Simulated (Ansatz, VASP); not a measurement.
## MgS in VASP and in Ansatz

```
Mg S
1.0
     0.00000    2.83088    2.83088
     2.96563    0.00000    2.83088
     2.96563    2.83088    0.00000
Mg S
1 1
Cartesian
  0.0000 0.0000 0.0000
  1.4828 1.4154 1.4154
```

Change from the starting cell: uniaxial_x strain +4.8%.

Alike in both runs: task single point; functional HSE06; k mesh 6 × 6 × 6; no spin polarisation.

|  | VASP | Ansatz |
| --- | --- | --- |
| version | VASP 6.6.1 | Ansatz 0.2.0 |
| potentials or method | VASP PAW PBE potentials, release 64 (Mg, S) | plane waves, PAW |
| plane-wave cutoff (eV) | 520 | 420 |
| occupations | gaussian, width 0.01 eV | fixed |
| valence electrons in the cell | 8 | 16 |

```csv
,VASP,Ansatz,Ansatz less VASP
gap on the k mesh at the Fermi level (eV),4.21,4.23,+0.018
pressure (GPa),-2.7,-2.5,+0.17
largest component of the traceless stress (GPa),0.92,0.91,-0.009
```

The two sets of potentials don't hold the same shells in valence. Ansatz warned: «stress_exchange_threshold_loose».

Caveats: the PAW data sets were made with another functional, which shifts forces and pressure a little (VASP).
